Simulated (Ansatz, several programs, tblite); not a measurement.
Energy against volume for PbTe, h-MgO type, at fixed shape and fractional coordinates, computed by several methods (PBE and r2SCAN, where shown, with plane waves in Ansatz); the cell shown is that of r2SCAN. With free coordinates or axes held, a curve is too stiff, and on another method's shape its minimum isn't the method's own volume. Space group P6_3/mmc (No. 194), hexagonal; conventional cell a = 5.498 Å, c = 6.575 Å, 43.04 Å³ an atom. Pb is surrounded by 5 Te at 3.17–3.29 Å; Te is surrounded by 5 Pb at 3.17–3.29 Å. The cell comes from a prototype generator: it can be a known phase or a hypothetical one. Spin polarisation is off. Energies count from each curve's lowest point; fits are third-order Birch-Murnaghan.

```cif
data_structure
_symmetry_space_group_name_H-M 'P6_3/mmc'
_symmetry_Int_Tables_number 194
_cell_length_a 5.4984
_cell_length_b 5.4984
_cell_length_c 6.5752
_cell_angle_alpha 90.000
_cell_angle_beta 90.000
_cell_angle_gamma 120.000
_cell_volume 172.15
loop_
_atom_site_label
_atom_site_type_symbol
_atom_site_symmetry_multiplicity
_atom_site_Wyckoff_symbol
_atom_site_fract_x
_atom_site_fract_y
_atom_site_fract_z
_atom_site_occupancy
Pb1 Pb 2 c 0.33333 0.66667 0.25000 1
Te1 Te 2 d 0.66667 0.33333 0.25000 1
```

light PBE (260 eV, its own mesh), on the shape of the cell shown:
```tsv
V (Å³/atom)	E (meV/atom)
39.595	58.02
41.316	20.35
43.038	0.00
44.759	1.77
46.481	1.11
48.203	16.97
```
The points scatter about a smooth fit, as a low cutoff and a light mesh can make them, so no fit is quoted.

**Question.** r2SCAN, on the shape of its own relaxed cell, gives
```tsv
V (Å³/atom)	E (meV/atom)
40.456	17.15
41.747	4.04
43.038	0.00
44.329	3.69
45.620	13.96
```
What equilibrium volume and bulk modulus follow?

**Answer.** V₀ = 43.03 Å³ an atom and B₀ = 32 GPa.

GFN2-xTB (tblite), on the shape of the cell shown, as a cluster of 32 atoms at the zone centre:
```
V (Å³/atom)  E (meV/atom)
     37.873          0.00
     40.456         37.47
     43.038        103.06
     45.620        192.95
     48.203        302.93
```
The lowest point is an end point, so the minimum isn't bracketed.

PBE, on the shape of its own relaxed cell:
```
V (Å³/atom)  E (meV/atom)
     41.154         16.73
     42.467          4.10
     43.781          0.00
     45.094          3.15
     46.408         12.46
```
V₀ = 43.83 Å³ an atom and B₀ = 29 GPa.

GFN1-xTB (tblite), on the shape of the cell shown, as a cluster of 32 atoms at the zone centre:
```
V (Å³/atom)  E (meV/atom)
     37.873          0.00
     40.456         45.90
     43.038        140.94
     45.620        266.85
     48.203        423.65
```
The lowest point is an end point, so the minimum isn't bracketed.
